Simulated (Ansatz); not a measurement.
# Molecular dynamics of WC

Input file:

```yaml
accuracy: low
crystal:
  lattice:
    - [-2.950599, -5.110587, 0.0]
    - [4.425898, -2.555293, 0.0]
    - [0.0, 0.0, 5.755853]
  atoms:
    - { symbol: W, position: [0.75, 0.5, 0.0] }
    - { symbol: C, position: [0.5, 0.6666667, 0.25] }
    - { symbol: W, position: [0.75, 0.5, 0.5] }
    - { symbol: C, position: [0.5, 0.6666667, 0.75] }
    - { symbol: W, position: [0.5, 0.0, 0.0] }
    - { symbol: C, position: [0.25, 0.1666667, 0.25] }
    - { symbol: W, position: [0.5, 0.0, 0.5] }
    - { symbol: C, position: [0.25, 0.1666667, 0.75] }
    - { symbol: W, position: [0.25, 0.5, 0.0] }
    - { symbol: C, position: [0.0, 0.6666667, 0.25] }
    - { symbol: W, position: [0.25, 0.5, 0.5] }
    - { symbol: C, position: [0.0, 0.6666667, 0.75] }
    - { symbol: W, position: [0.0, 0.0, 0.0] }
    - { symbol: C, position: [0.75, 0.1666667, 0.25] }
    - { symbol: W, position: [0.0, 0.0, 0.5] }
    - { symbol: C, position: [0.75, 0.1666667, 0.75] }
basis:
  ecutwfc: 420.0
kpoints:
  mp_grid: { grid: [3, 3, 3] }
hamiltonian:
  xc: pbe
  pseudopotentials: { kind: paw, azcp: { folder: soft_1 } }
scf:
  occupations: { method: fermi_dirac, width: 0.17 }
  lower_state_search: "off"
md:
  timestep: 1.5
  n_steps: 140
  ensemble: nvt_langevin
  temperature: 2000.0
  initial_velocities: maxwell_boltzmann
  seed: 660708
  friction: 0.02
```

Launched with:

```bash
$ ansatz run input.yaml --threads 2 --pin off --max-ram 5120MiB --backend cpu --events-out ev --progress --plain --runs-dir out
```

It starts from a structure without forces on its atoms.

Output, in part (step lines):

```
md step     0: t =     0.00 fs  T =  1875.0 K  F+E_penalty+E_count = -85097.16888723 eV  E_kin = 3.877800 eV  (9 SCF iters)
md step     1: t =     1.50 fs  T =  1877.5 K  F+E_penalty+E_count = -85097.09889653 eV  E_kin = 3.882905 eV  (7 SCF iters)
md step     2: t =     3.00 fs  T =  1801.8 K  F+E_penalty+E_count = -85096.89502093 eV  E_kin = 3.726461 eV  (7 SCF iters)
md step     3: t =     4.50 fs  T =  1683.5 K  F+E_penalty+E_count = -85096.57708769 eV  E_kin = 3.481688 eV  (7 SCF iters)
md step     4: t =     6.00 fs  T =  1566.6 K  F+E_penalty+E_count = -85096.18393837 eV  E_kin = 3.239925 eV  (7 SCF iters)
md step     5: t =     7.50 fs  T =  1553.8 K  F+E_penalty+E_count = -85095.75249639 eV  E_kin = 3.213423 eV  (5 SCF iters)
md step     6: t =     9.00 fs  T =  1427.3 K  F+E_penalty+E_count = -85095.35159440 eV  E_kin = 2.951838 eV  (6 SCF iters)
md step     7: t =    10.50 fs  T =  1137.2 K  F+E_penalty+E_count = -85095.03854438 eV  E_kin = 2.351881 eV  (5 SCF iters)
[... lines left out ...]
md step   139: t =   208.50 fs  T =  1798.6 K  F+E_penalty+E_count = -85094.06638928 eV  E_kin = 3.719836 eV  (6 SCF iters)
md step   140: t =   210.00 fs  T =  1836.2 K  F+E_penalty+E_count = -85094.02446420 eV  E_kin = 3.797581 eV  (7 SCF iters)
```

The steps, from the saved trajectory:

```json
{"time (fs)": "0", "T (K)": "1875", "potential energy less start (eV)": "0.000"}
{"time (fs)": "6", "T (K)": "1567", "potential energy less start (eV)": "0.985"}
{"time (fs)": "12", "T (K)": "936", "potential energy less start (eV)": "2.354"}
{"time (fs)": "18", "T (K)": "1060", "potential energy less start (eV)": "2.377"}
{"time (fs)": "24", "T (K)": "1562", "potential energy less start (eV)": "1.868"}
{"time (fs)": "30", "T (K)": "1640", "potential energy less start (eV)": "2.736"}
{"time (fs)": "36", "T (K)": "1407", "potential energy less start (eV)": "3.839"}
{"time (fs)": "42", "T (K)": "1391", "potential energy less start (eV)": "4.030"}
{"time (fs)": "48", "T (K)": "1866", "potential energy less start (eV)": "3.846"}
{"time (fs)": "54", "T (K)": "1980", "potential energy less start (eV)": "3.912"}
{"time (fs)": "60", "T (K)": "1966", "potential energy less start (eV)": "4.161"}
{"time (fs)": "66", "T (K)": "1693", "potential energy less start (eV)": "4.106"}
{"time (fs)": "72", "T (K)": "1569", "potential energy less start (eV)": "4.218"}
{"time (fs)": "78", "T (K)": "1910", "potential energy less start (eV)": "3.432"}
{"time (fs)": "84", "T (K)": "1848", "potential energy less start (eV)": "2.825"}
{"time (fs)": "90", "T (K)": "1768", "potential energy less start (eV)": "2.861"}
{"time (fs)": "96", "T (K)": "1931", "potential energy less start (eV)": "3.108"}
{"time (fs)": "102", "T (K)": "1882", "potential energy less start (eV)": "3.804"}
{"time (fs)": "108", "T (K)": "1987", "potential energy less start (eV)": "4.175"}
{"time (fs)": "114", "T (K)": "2376", "potential energy less start (eV)": "3.909"}
{"time (fs)": "120", "T (K)": "2398", "potential energy less start (eV)": "4.188"}
{"time (fs)": "126", "T (K)": "1889", "potential energy less start (eV)": "4.580"}
{"time (fs)": "132", "T (K)": "2325", "potential energy less start (eV)": "4.199"}
{"time (fs)": "138", "T (K)": "2038", "potential energy less start (eV)": "4.439"}
{"time (fs)": "144", "T (K)": "1596", "potential energy less start (eV)": "5.180"}
{"time (fs)": "150", "T (K)": "1927", "potential energy less start (eV)": "4.295"}
{"time (fs)": "156", "T (K)": "2223", "potential energy less start (eV)": "3.395"}
{"time (fs)": "162", "T (K)": "2353", "potential energy less start (eV)": "3.106"}
{"time (fs)": "168", "T (K)": "1902", "potential energy less start (eV)": "4.257"}
{"time (fs)": "174", "T (K)": "1695", "potential energy less start (eV)": "5.327"}
{"time (fs)": "180", "T (K)": "2155", "potential energy less start (eV)": "4.512"}
{"time (fs)": "186", "T (K)": "2337", "potential energy less start (eV)": "3.983"}
{"time (fs)": "192", "T (K)": "1650", "potential energy less start (eV)": "4.041"}
{"time (fs)": "198", "T (K)": "1624", "potential energy less start (eV)": "3.958"}
{"time (fs)": "204", "T (K)": "2103", "potential energy less start (eV)": "3.262"}
{"time (fs)": "210", "T (K)": "1836", "potential energy less start (eV)": "3.144"}
```

The run went to its last step. A run of 0.21 ps of so small a system gives no equilibrium averages. Limits of this set-up: coarse k mesh, low accuracy level.

Mean squared displacements from the first frame to the last, about the centre of mass: W 0.02 Å², C 0.02 Å².

Last frame:

```xyz
16
Lattice="-2.9506 -5.1106 0.0000 4.4259 -2.5553 0.0000 0.0000 0.0000 5.7559" Properties=species:S:1:pos:R:3
W 0.078 -5.084 0.030
C 1.480 -4.112 1.609
W -0.056 -5.001 2.913
C 1.435 -4.056 4.460
W -1.575 -2.386 0.266
C 0.031 -1.664 1.575
W -1.477 -2.441 2.962
C 0.028 -1.591 4.518
W 1.457 -2.510 0.091
C 2.796 -1.675 1.554
W 1.275 -2.396 3.039
C 3.115 -1.705 4.479
W 0.170 0.180 0.150
C -1.529 -4.054 1.688
W -0.104 0.018 3.016
C -1.468 -4.003 4.391
```

The run took 19 min on 2 threads of Intel(R) Xeon(R) Platinum 8259CL CPU @ 2.50GHz (Skylake/Cascade Lake), on a shared host, peak memory 0.73 GiB.
